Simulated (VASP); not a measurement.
Runs of VASP 6.6.1 on NiO. The structure is cubic, space group F-43m (No. 216). The conventional cell has a = 4.567 Å, b = 4.567 Å, c = 4.567 Å, α = 90.00°, β = 90.00°, γ = 90.00°. Ni (site symmetry -43m) has 4 O at 1.98 Å as nearest neighbours. O (site symmetry -43m) is surrounded by 4 Ni at 1.98 Å. Measurements of this composition are mostly on another form, of space group No. 225.

```csv
level,potentials or basis,spin,U,fixed moment (μB),gap on the mesh (eV),pressure (GPa),moment (μB)
LDA+U,"VASP PAW LDA potentials, release 64 (Ni, O)","collinear, ferromagnetic start",Ni d U = 5 eV,-,none,-22.6,2.00
LDA+U,"VASP PAW LDA potentials, release 64 (Ni, O)","collinear, random start",Ni d U = 5 eV,-,none,(a),2.00
LDA+U,"VASP PAW LDA potentials, release 64 (Ni, O)","collinear, random start",Ni d U = 6 eV,-,none,-30.4,0.00
PBE,"VASP PAW PBE potentials, release 64 (Ni, O)","collinear, ferromagnetic start",-,-,none,-7.1,1.98
LDA+U,"VASP PAW LDA potentials, release 64 (Ni, O)","collinear, ferromagnetic start",Ni d U = 5 eV,2,-,-22.6,2.00
LDA+U,"VASP PAW LDA potentials, release 64 (Ni, O)","collinear, zero start",Ni d U = 6 eV,-,none,-30.4,0.00
LDA+U,"VASP PAW LDA potentials, release 64 (Ni, O)","non-collinear, random start, SOC",Ni d U = 5 eV,-,-,-13.5,1.99
LDA+U,"VASP PAW LDA potentials, release 64 (Ni, O)","collinear, ferromagnetic start",Ni d U = 6 eV,2,-,-23.5,2.00
LDA+U,"VASP PAW LDA potentials, release 64 (Ni, O)","collinear, ferromagnetic start",Ni d U = 6 eV,-,none,-23.5,2.00
```

Alike in all rows: task single point; cell as given; k mesh 7 × 7 × 7; cutoff (eV) 520; smearing gaussian 0.05 eV.

Q: Fill in the values left out.

A: (a) -22.5.

Caveats: a cell with one magnetic atom can't hold antiferromagnetic order, which such compounds often take (some runs); a pressure of tens of GPa on the cell as given is suspect, and the run, the potentials or the cell itself is likely at fault (some runs); the total moment is fixed, so each spin has its own Fermi level (some runs); semilocal functionals often make such compounds metallic where correlation or magnetic order opens a gap, which also shifts bond lengths (some runs).

A gap of «none» marks a metal or a gap under the smearing width.
